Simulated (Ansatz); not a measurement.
Ni:

```
Ni
1.0
     0.00000    1.73757    1.73757
     1.73757    0.00000    1.73757
     1.73757    1.73757    0.00000
Ni
1
Direct
  0.00000 0.00000 0.00000
```

Base run:

* Program: Ansatz 0.2.0
* Functional: PBE
* Potentials or basis: Ansatz PAW
* Cutoff: 420 eV (not typed: the program's choice for these potentials)
* k mesh: 13 × 13 × 13
* Occupations: fermi-dirac, width 0.05 eV
* Spin: collinear spin, ferromagnetic start
* Starting moments: [1.0] μB

Its results: band gap on the k mesh none (metal or under the smearing width); pressure 8.1 GPa; net moment 0.63 μB per cell; site moments Ni +0.67 μB.

Problem. After a change of settings the same cell gave: band gap on the k mesh none (metal or under the smearing width); pressure -2.4 GPa; net moment 0.63 μB per cell; site moments Ni +0.66 μB. Which change was it?
A. functional from PBE to PBEsol
B. occupations from fermi-dirac, width 0.05 eV to gaussian, width 0.011 eV
C. functional from PBE to LDA
D. functional from PBE to RPBE

Solution. A.

PBEsol binds more tightly than PBE, so the same cell stands under less pressure.

Caveats: the PAW data sets come from PBE, with cores solved anew for the run's functional, which leaves a small shift of forces and pressure (some runs).
